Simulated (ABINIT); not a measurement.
Runs of ABINIT 10.8.3 (patched build) on TiAl. It takes space group P-6m2 (No. 187, hexagonal). The conventional cell has a = 2.867 Å, b = 2.867 Å, c = 4.678 Å, α = 90.00°, β = 90.00°, γ = 120.00°. Ti (site symmetry -6m2) is surrounded by 6 Al at 2.87 Å and 6 Ti at 2.87 Å. Around Al (site symmetry -6m2) lie 6 Ti at 2.87 Å and 6 Al at 2.87 Å. The cell comes from a database or a generator and needn't be the stable form of this composition.

```csv
level,potentials or basis,cutoff (eV),gap on the mesh (eV),pressure (GPa)
PBEsol,PseudoDojo NC SR PBEsol v0.4.1 standard,1143,none,-2.9
PBE,SG15 NC PBE v1.2,952,none,(a)
PBE,PseudoDojo NC SR PBE v0.4.1 standard,1143,none,0.2
PBE,PseudoDojo NC SR PBE v0.4 stringent,1143,none,0.2
PBE,Ansatz NC PBE,1143,none,0.2
```

Alike in all rows: task single point; no spin polarisation; cell as given; k mesh 11 × 11 × 6; smearing fermi-dirac 0.05 eV.

Task: Estimate the missing entries.

Result: (a) 0.3.

A gap of «none» marks a metal or a gap under the smearing width.

The runs don't all hold the same shells in valence.
